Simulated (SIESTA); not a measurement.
Crystal: TiAl.

```
Ti Al
1.0
     3.17906    0.00000    0.00000
     0.00000    3.17906    0.00000
     0.00000    0.00000    3.17906
Ti Al
1 1
Cartesian
  0.0000 0.0000 0.0000
  1.5895 1.5895 1.5895
```

The cell comes from a database or a generator and needn't be the stable form of this composition.

- Program: SIESTA 5.4.2
- Task: single point
- Functional: PBEsol
- Potentials or basis: PseudoDojo 0.4 standard (PBEsol files)
- Basis: DZP (energy shift 0.003 Ry; two zetas on semicore shells)
- Grid cutoff: 800 Ry
- Energy shift: 0.003 Ry
- k mesh: 8 × 8 × 8
- Occupations: fermi-dirac, width 0.05 eV
- Spin: no spin polarisation

On this cell: pressure -1.9 GPa; largest force zero by symmetry; band gap on the k mesh none (metal or under the smearing width).

The same run follows on a disturbed copy (atoms moved at random, drawn with an rms of 0.05 Å):

```
CELL_PARAMETERS angstrom
3.17906 0.00000 0.00000
0.00000 3.17906 0.00000
0.00000 0.00000 3.17906
ATOMIC_POSITIONS crystal
Ti 0.99886 0.00758 0.00170
Al 0.50931 0.50647 0.50062
```

Task: What does the disturbed cell give?

Result: The energy (extrapolated to zero smearing) moves by +1.9 meV/atom; pressure -1.9 GPa; largest force 0.220 eV/Å; band gap on the k mesh none (metal or under the smearing width).

Forces in eV/Å, atoms in the order of the input:
```
Ti   0.217 -0.024 -0.023
Al  -0.217  0.023  0.022
```

Caveats: the basis of atomic orbitals isn't converged, which shifts pressures, moduli and gaps.
